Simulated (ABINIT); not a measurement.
An input for ABINIT 10.8.3 (AlAs (F-43m)):

```
acell 3*1.0 Angstrom
rprim 
  0.000000000000 2.830400000000 2.830400000000
  2.830400000000 0.000000000000 2.830400000000
  2.830400000000 2.830400000000 -0.000000000000
ntypat 2
znucl 13 33
natom 2
typat 1 2
xred 
  0.000000000000 0.000000000000 0.000000000000
  0.250000000000 0.250000000000 0.250000000000
pp_dirpath "pseudos"
pseudos "Al.upf, As.upf"
ecut 44
ngkpt 4 4 4
nshiftk 1
shiftk 0 0 0
kptopt 1
chksymbreak 0
istwfk *1
occopt 1
irdwfk 1
optdriver 4
nband 349
gwcalctyp 10
ecutsigx 44
symsigma 1
nkptgw 8
kptgw 
  0.0000000000 0.0000000000 0.0000000000
  0.2500000000 0.0000000000 0.0000000000
  0.5000000000 0.0000000000 0.0000000000
  0.2500000000 0.2500000000 0.0000000000
  0.5000000000 0.2500000000 0.0000000000
  -0.2500000000 0.2500000000 0.0000000000
  0.5000000000 0.5000000000 0.0000000000
  -0.2500000000 0.5000000000 0.2500000000
bdgw 
  11 17
  11 17
  11 17
  11 17
  11 17
  11 17
  11 17
  11 17
ecuteps 13.2
irdscr 1
ppmodel 1
irdqps 1
indata_prefix "in"
outdata_prefix "out"
tmpdata_prefix "tmp"
```

```sh
OMP_NUM_THREADS=1 mpirun -n 8 abinit run.abi > log
```

**Question.** Estimate wall time and host memory on 8 MPI ranks of Arm Neoverse V1, shared host.

It took 19 min; on shared hardware allow 9.7 min to 39 min. Peak host memory was 5.6 GiB.

[Paths, hosts, dates, memory and timing lines, banners, echoed tables and standing remarks are left out of the program output.]

[Logs are printed without paths, hosts, clocks, repeated set-up lines and the standing remarks that a program may print on its own settings, such as how far it seeks lower states.]

[Runs of the session that timed out or met a known fault of the program may be left out.]

[Hosts, paths, dates, database ids (printed as entryN), source tags and the programs' standing remarks are cut or masked in the printed files.]

[G0W0 gaps are taken among the corrected bands and points alone; a level outside them can change the order at an edge.]

[Where Ansatz stands beside ABINIT at settings called matched, ABINIT's density can come from a denser mesh and the files from another edition; pairs whose starting gaps differed by over 0.03 eV were left out, so agreement reads better than it is.]
